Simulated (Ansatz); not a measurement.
Ge:

```xyz
2
Lattice="-2.5745 2.5745 1.3974 2.5745 -2.5745 1.3974 2.5745 2.5745 -1.3974" Properties=species:S:1:pos:R:3 pbc="T T T"
Ge    0.0000    0.0000    1.3974
Ge    2.5745    0.0000    0.6987
```

This isn't the form of Ge at room conditions, which is diamond.

* Program: Ansatz 0.2.0
* Task: relaxation of cell and atoms
* Functional: LDA
* Potentials or basis: all-electron LAPW, scalar-relativistic
* Basis error allowed: 0.001 eV/atom
* k mesh: 11 × 11 × 11
* Occupations: fermi-dirac, width 0.05 eV
* Spin: no spin polarisation

At the start: volume 18.52 Å³/atom.

**Question.** Where does the relaxation end?

**Answer.** Over 5 steps the energy falls by 4.5 meV/atom and the volume is 17.95 Å³/atom (-3.1 %); space group I4_1/amd (No. 141, to 0.05 Å).

Step by step:
| step | energy change (eV) | largest force (eV/Å) | volume (Å³) |
| --- | --- | --- | --- |
| 1 | 0.0000 | 0.0000 | 37.05 |
| 2 | -0.0082 | 0.0000 | 35.59 |
| 3 | -0.0090 | 0.0000 | 35.92 |
| 4 | -0.0090 | 0.0000 | 35.91 |
| 5 | -0.0090 | 0.0000 | 35.91 |

Final structure:
```xyz
2
Lattice="-2.5504 2.5504 1.3801 2.5504 -2.5504 1.3801 2.5504 2.5504 -1.3801" Properties=species:S:1:pos:R:3 pbc="T T T"
Ge    0.0000    0.0000    1.3801
Ge    2.5504    0.0000    0.6900
```
